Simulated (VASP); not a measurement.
Here is a VASP 6.6.1 calculation.

Contents of INCAR:

```
SYSTEM = Tl
  ALGO = Normal
  EDIFF = 1E-6
  ENCUT = 520
  ISIF = 2
  ISMEAR = -1
  LASPH = .True.
  LCHARG = .False.
  LREAL = .False.
  LWAVE = .False.
  NBANDS = 12
  NELM = 100
  PREC = Accurate
  SIGMA = 0.05
```

The input KPOINTS:

```
k-points
0
Gamma
  13 13 13
  0 0 0
```

File POSCAR:

```
Tl
1.0
   -1.9410000000      1.9410000000      1.9410000000
    1.9410000000     -1.9410000000      1.9410000000
    1.9410000000      1.9410000000     -1.9410000000
Tl
1
Direct
    0.0000000000      0.0000000000      0.0000000000
```

Potentials or basis: VASP PAW LDA potentials, release 64 (Tl_d).

The run is started by

```console
$ cat potpaw_LDA.64/Tl_d/POTCAR > POTCAR
$ mpirun -np 1 vasp_std > vasp.out
```

Task: What does it give for the pressure?

Result: -2.4 GPa.

Task: Predict the band gap on the k mesh.

Result: None (metal or under the smearing width).

The run has no spin-orbit coupling, so splittings on Tl are missing.
